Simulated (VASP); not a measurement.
Given:

```
AlSb
1.0
    0.00000     2.98585     2.98585
    2.98585     0.00000     2.98585
    2.98585     2.98585     0.00000
Al Sb
1 1
Cartesian
  0.00000   0.00000   0.00000
  1.49292   1.49292   1.49292
```

Calculation: RPA correlation on PBE orbitals, VASP's PBE PAW potentials (set 64) (plane waves; VASP 6.6.1). Numerical set-up: PREC = Normal, 350 eV cut-off, 4×4×4 Γ-centred mesh, Gaussian smearing of 0.010 eV, potentials Al_GW Sb_d_GW.

The mesh is coarse, so the correlation energy is not converged in k-points.

**Question.** The job: AlSb (zinc blende), 2 atoms, RPA@PBE, RPA step (817 bands), 350 eV, 4×4×4 Γ-centred mesh. Roughly how much core time does it take on a busy server core?

**Answer.** About 60 core-minutes (one run on a shared machine, a rough figure). It had 8 irreducible k-points, 817 bands, up to 817 plane waves and 0 electronic steps.

The compound is AlSb in the zinc blende structure. This cell is one point of a volume scan, at 0.92 of the reference volume. The k-mesh is coarse (spacing up to 0.46 per Å, 2π included), so the numbers may not be converged in it.
